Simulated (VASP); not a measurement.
# PtS2 (P-3m1) in VASP: notebook

Runs on PtS2. Level: HSE06. Tasks: single point.

Everything below comes from runs of VASP 6.6.1. Logs are shortened: lines on timing, memory, paths and dates and some standing lists are left out, and cuts for length are marked.

## Step 1: Starting point

The structure is trigonal, space group P-3m1 (No. 164). Conventional cell: a = 3.543 Å, b = 3.543 Å, c = 5.039 Å, α = 90.00°, β = 90.00°, γ = 120.00°. Pt (site symmetry -3m) is surrounded by 6 S at 2.34 Å. Around S (site symmetry 3m) lie 3 Pt at 2.34 Å.

## Step 2: Single point, HSE06

POSCAR

```
PtS2
1.0
    3.5432000000      0.0000000000      0.0000000000
   -1.7716000000      3.0685012107      0.0000000000
    0.0000000000      0.0000000000      5.0388000000
Pt S
1 2
Direct
    0.0000000000      0.0000000000      0.0000000000
    0.6666666667      0.3333333333      0.7730000000
    0.3333333333      0.6666666667      0.2270000000
```

INCAR.step1

```
  ALGO = Normal
  EDIFF = 1E-5
  ENCUT = 400
  GGA = PE
  ISIF = 2
  ISMEAR = 0
  LASPH = T
  LREAL = F
  LWAVE = T
  NBANDS = 19
  NELM = 100
  NKRED = 1
  PREC = Accurate
  SIGMA = 0.01
```

INCAR.step2

```
  ALGO = Normal
  EDIFF = 1E-6
  ENCUT = 400
  GGA = PE
  HFSCREEN = 0.2
  ISIF = 2
  ISMEAR = 0
  ISTART = 1
  LASPH = T
  LCHARG = F
  LHFCALC = T
  LREAL = F
  LWAVE = F
  NBANDS = 19
  NELM = 100
  NKRED = 1
  PREC = Accurate
  PRECFOCK = Fast
  SIGMA = 0.01
```

KPOINTS

```
k-points
0
Gamma
  4 4 3
```

Potentials or basis: VASP PAW PBE potentials, release 64 (Pt, S).

Launch:

```bash
cat potpaw_PBE.64/Pt/POTCAR potpaw_PBE.64/S/POTCAR > POTCAR
cp INCAR.step1 INCAR
mpirun -np 1 vasp_std > vasp.out
cp INCAR.step2 INCAR
mpirun -np 1 vasp_std > vasp.out
```

OUTCAR:

```text
EDIFF = 1E-6
   ENCUT = 400
   GGA = PE
   HFSCREEN = 0.2
   ISIF = 2
   ISMEAR = 0
   ISTART = 1
   LASPH = T
   LHFCALC = T
   LREAL = F
   NELM = 100
   NKRED = 1
   PREC = Accurate
   PRECFOCK = Fast

 Found      9 irreducible k-points:

 Following reciprocal coordinates:
            Coordinates               Weight
  0.000000  0.000000  0.000000      1.000000
  0.250000 -0.000000  0.000000      6.000000
  0.500000 -0.000000  0.000000      3.000000
  0.250000  0.250000  0.000000      6.000000
  0.000000  0.000000  0.333333      2.000000
  0.250000 -0.000000  0.333333      6.000000
   k-points           NKPTS =      9   k-points in BZ     NKDIM =     48   number of bands    NBANDS=     19
   number of dos      NEDOS =    301   number of ions     NIONS =      3
   total plane-waves  NPLWV =  20736
   dimension x,y,z NGX =    24 NGY =   24 NGZ =   36
   dimension x,y,z NGXF=    48 NGYF=   48 NGZF=   72
   ions per type =               1   2
   NGX,Y,Z   is equivalent  to a cutoff of  11.26, 11.26, 11.88 a.u.
   NGXF,Y,Z  is equivalent  to a cutoff of  22.52, 22.52, 23.76 a.u.
 SYSTEM =  unknown system
   PREC   = accura    normal or accurate (medium, high low for compatibility)
   ISTART =      1    job   : 0-new  1-cont  2-samecut
   ICHARG =      0    charge: 1-file 2-atom 10-const
   ISPIN  =      1    spin polarized calculation?
   LNONCOLLINEAR =      F non collinear calculations
   LSORBIT =      F    spin-orbit coupling
   LASPH  =      T    aspherical Exc in radial PAW
   ENCUT  =  400.0 eV  29.40 Ry    5.42 a.u.   5.78  5.78  8.22*2*pi/ulx,y,z
   NELM   =    100;   NELMIN=  2; NELMDL=  0     # of ELM steps
   EDIFF  = 0.1E-05   stopping-criterion for ELM
   LREAL  =      F    real-space projection
   EDIFFG = 0.1E-04   stopping-criterion for IOM
   NSW    =      0    number of steps for IOM
   IBRION =     -1    ionic relax: 0-MD 1-quasi-New 2-CG
   NFREE  =      0    steps in history (QN), initial steepest desc. (CG)
   ISIF   =      2    stress and relaxation
   ISYM   =      3    0-nonsym 1-usesym 2-fastsym
   POTIM  = 0.5000    time-step for ionic-motion
   TEBEG  =    0.0;   TEEND  =   0.0 temperature during run
   PSTRESS=    0.0 pullay stress
   NELECT =      22.0000    total number of electrons
   NUPDOWN=      -1.0000    fix difference up-down
   EMIN   =  10.00;   EMAX   =-10.00  energy-range for DOS
   EFERMI =   0.00;   METHOD = LEGACY
   ISMEAR =     0;   SIGMA  =   0.01  broadening in eV -4-tet -1-fermi 0-gaus
   EFERMI_NEDOS =   21; number of points for ismear=-14 and -15
   IALGO  =     38    algorithm
   IMIX   =      1    mixing-type and parameters
     AMIX     =   0.40;   BMIX     =  1.00
     AMIX_MAG =   1.60;   BMIX_MAG =  1.00
  volume/ion in A,a.u.               =      18.26       123.23
  Fermi-wavevector in a.u.,A,eV,Ry     =   1.207812  2.282434 19.848315  1.458810
  Thomas-Fermi vector in A             =   2.343439
   LORBIT       =      0    0 simple, 1 ext, 2 COOP (PROOUT), +10 PAW based schemes
   GGA     = PE    functional components
   LHFCALC =     T    Hartree Fock is set to
   PRECFOCK=fast      Normal, Fast or Accurate (Low or Medium for compatibility)
   ENCUT4O =  -1.0   cutoff for four orbital integrals eV
   NKREDX  =     1    reduce k-point grid by
   NKREDY  =     1    reduce k-point grid by
   NKREDZ  =     1    reduce k-point grid by
   AEXX    =    0.2500 exact exchange contribution
   HFSCREEN=    0.2000 screening length (either q_TF or 0.3 A-1)
   HFSCREENC=   0.2000 screening length for correlation (either q_TF or 0.3 A-1)
   ENCUTFOCK=  -1.0 apply spherical cutoff to Coloumb kernel
   IVDW    =     0    specifies the selected vdW correction
   LEPSILON=     F    determine dielectric tensor
   LRPA    =     F    only Hartree local field effects (RPA)
 non-spin polarized calculation
 Gauss-broadening in eV      SIGMA  =   0.01
  energy-cutoff  :      400.00
  volume of cell :       54.78
 maximum number of plane-waves:      1008
 NGX is ok and might be reduce to    24
  NGX = 14; NGY = 14; NGZ = 20

 number of electron      21.9999993 magnetization

 Free energy of the ion-electron system (eV)
  ---------------------------------------------------
  ext. energy  EPLUGINS =         0.00000000
  ---------------------------------------------------
  free energy    TOTEN  =       -18.64079417 eV

  energy without entropy =      -18.64079417  energy(sigma->0) =      -18.64079417

 E-fermi :   6.3145     XC(G=0):  -8.7146

 val. band max:        6.2164929151   @ k =   0.0000   0.0000   0.0000
 cond. band min:       7.7563868077   @ k =   0.0000   0.2500   0.3333
 fundamental gap:      1.5398938926
 Fermi energy:         6.3145249702

 k-point     1 :       0.0000    0.0000    0.0000
  band No.  band energies     occupation
      1     -10.9133      2.00000
      2      -7.3658      2.00000
      3      -1.5997      2.00000
      4      -1.5346      2.00000
      5      -1.5346      2.00000
      6       1.4368      2.00000
[... 11 lines left out ...]
     18      19.6062      0.00000
     19      20.2824      0.00000

 k-point     2 :       0.2500   -0.0000    0.0000
  band No.  band energies     occupation
      1     -10.0594      2.00000
      2      -7.8432      2.00000
      3      -1.1613      2.00000
      4      -0.9748      2.00000
      5      -0.6230      2.00000
      6       0.4269      2.00000
[... 11 lines left out ...]
     18      16.7378      0.00000
     19      18.0146      0.00000

 k-point     3 :       0.5000   -0.0000    0.0000
  band No.  band energies     occupation
      1      -8.7194      2.00000
      2      -8.4339      2.00000
      3      -2.1703      2.00000
      4      -0.5778      2.00000
      5       0.2250      2.00000
      6       1.4153      2.00000
[... 11 lines left out ...]
     18      18.5164      0.00000
     19      19.4556      0.00000

 k-point     4 :       0.2500    0.2500    0.0000
  band No.  band energies     occupation
      1      -8.8686      2.00000
      2      -8.2767      2.00000
      3      -1.2702      2.00000
      4      -0.8212      2.00000
      5      -0.3426      2.00000
      6       0.4967      2.00000
[... 11 lines left out ...]
     18      17.2257      0.00000
     19      18.2483      0.00000

 k-point     5 :       0.0000    0.0000    0.3333
  band No.  band energies     occupation
      1     -10.6882      2.00000
      2      -7.9531      2.00000
      3      -1.5172      2.00000
      4      -1.5172      2.00000
      5      -0.6577      2.00000
      6       1.4170      2.00000
[... 11 lines left out ...]
     18      17.4995      0.00000
     19      18.9126      0.00000

 k-point     6 :       0.2500   -0.0000    0.3333
  band No.  band energies     occupation
      1      -9.8318      2.00000
      2      -8.2095      2.00000
      3      -1.4175      2.00000
      4      -0.9572      2.00000
      5      -0.2809      2.00000
      6       0.6703      2.00000
[... 11 lines left out ...]
     18      17.1871      0.00000
     19      18.0714      0.00000

 [... further k-points ...]

------------------------ aborting loop because EDIFF is reached ----------------------------------------

  FORCE on cell =-STRESS in cart. coord.  units (eV):
  Direction    XX          YY          ZZ          XY          YZ          ZX
  --------------------------------------------------------------------------------------
  -------------------------------------------------------------------------------------
  Total        2.0286985      2.0286985      2.3888315      0.0000000      0.0000000     -0.0000000
  in kB       59.3306355     59.3306355     69.8629642      0.0000000      0.0000000     -0.0000000
  external PRESSURE =      62.8414118 kB  Pullay stress =       0.0000000 kB

 VOLUME and BASIS-vectors are now :
 -----------------------------------------------------------------------------
  energy-cutoff  :      400.00
  volume of cell :       54.78
      direct lattice vectors                 reciprocal lattice vectors
     3.543200000  0.000000000  0.000000000     0.282230752  0.162946001  0.000000000
    -1.771600000  3.068501211  0.000000000     0.000000000  0.325892001  0.000000000
     0.000000000  0.000000000  5.038800000     0.000000000  0.000000000  0.198459951

 POSITION                                       TOTAL-FORCE (eV/Angst)
 -----------------------------------------------------------------------------------
      0.00000      0.00000      0.00000        -0.000000      0.000000      0.000000
      1.77160      1.02283      3.89499         0.000000      0.000000     -0.889267
     -0.00000      2.04567      1.14381         0.000000      0.000000      0.889267
 -----------------------------------------------------------------------------------
    total drift:                               -0.000000      0.000000      0.000001

  FREE ENERGIE OF THE ION-ELECTRON SYSTEM (eV)
  ---------------------------------------------------
  free  energy   TOTEN  =       -18.6407941731 eV

  energy  without entropy=      -18.6407941731  energy(sigma->0) =      -18.64079417
```

Run time: 1.7 min. Hardware: 1 thread of Intel Xeon 6975P-C (Granite Rapids), shared host; peak memory 0.26 GiB.

These settings aren't checked as converged: the numbers below hold their error.

Results:

```yaml
Free_energy: -18.6408 eV
Pressure: 6.3 GPa
Largest_force: 0.889 eV/Å
Band_gap_on_the_k_mesh: 1.54 eV, indirect (least direct gap 1.91 eV)
```

Caveat: the k mesh is coarse (spacing up to 0.51 Å⁻¹), so the values aren't converged, least of all with exact exchange; the PAW data sets were made with another functional, which shifts forces and pressure a little; spin-orbit coupling is left out, which moves the levels of the heavy elements; an odd mesh through Γ misses points on the zone boundary, where band edges often lie.

## Step 3: Single point, HSE06

POSCAR is that of step 2.

INCAR.step1 is that of step 2.

INCAR.step2, as its differences from that of step 2:

```diff
@@ -17,3 +17,3 @@
   PREC = Accurate
-  PRECFOCK = Fast
+  PRECFOCK = Normal
   SIGMA = 0.01
```

KPOINTS is that of step 2.

Potentials or basis: VASP PAW PBE potentials, release 64 (Pt, S).

Launch:

```bash
cat potpaw_PBE.64/Pt/POTCAR potpaw_PBE.64/S/POTCAR > POTCAR
cp INCAR.step1 INCAR
mpirun -np 1 vasp_std > vasp.out
cp INCAR.step2 INCAR
mpirun -np 1 vasp_std > vasp.out
```

Wall time 3.4 min (1 thread of Intel Xeon 6975P-C (Granite Rapids), shared host); peak memory 0.26 GiB.

The run converged, but some of its settings lie outside the range that counts as converged, so its numbers aren't taken as properties of the crystal.

Results:

```yaml
Free_energy: -18.6414 eV
Pressure: 6.3 GPa
Largest_force: 0.889 eV/Å
Band_gap_on_the_k_mesh: 1.54 eV, indirect (least direct gap 1.91 eV)
```

Caveat: the k mesh is coarse (spacing up to 0.51 Å⁻¹), so the values aren't converged, least of all with exact exchange; the PAW data sets were made with another functional, which shifts forces and pressure a little; spin-orbit coupling is left out, which moves the levels of the heavy elements; an odd mesh through Γ misses points on the zone boundary, where band edges often lie.

## Step 4: Single point, HSE06

POSCAR is that of step 3.

INCAR.step1, as its differences from that of step 3:

```diff
@@ -2,3 +2,3 @@
   EDIFF = 1E-5
-  ENCUT = 400
+  ENCUT = 460
   GGA = PE
```

INCAR.step2, as its differences from that of step 3:

```diff
@@ -2,3 +2,3 @@
   EDIFF = 1E-6
-  ENCUT = 400
+  ENCUT = 460
   GGA = PE
@@ -17,3 +17,3 @@
   PREC = Accurate
-  PRECFOCK = Normal
+  PRECFOCK = Fast
   SIGMA = 0.01
```

KPOINTS is that of step 3.

Launch:

```bash
cat potpaw_PBE.64/Pt/POTCAR potpaw_PBE.64/S/POTCAR > POTCAR
cp INCAR.step1 INCAR
mpirun -np 1 vasp_std > vasp.out
cp INCAR.step2 INCAR
mpirun -np 1 vasp_std > vasp.out
```

Run time: 85 s. Hardware: 1 thread of Intel Xeon 6975P-C (Granite Rapids), shared host; peak memory 0.27 GiB.

These settings aren't checked as converged: the numbers below hold their error.

What came out:

| Property | Result |
| --- | --- |
| Free energy | -18.6422 eV |
| Pressure | 6.3 GPa |
| Largest force | 0.890 eV/Å |
| Band gap on the k mesh | 1.54 eV, indirect (least direct gap 1.91 eV) |

Caveat: the k mesh is coarse (spacing up to 0.51 Å⁻¹), so the values aren't converged, least of all with exact exchange; the PAW data sets were made with another functional, which shifts forces and pressure a little; spin-orbit coupling is left out, which moves the levels of the heavy elements; an odd mesh through Γ misses points on the zone boundary, where band edges often lie.
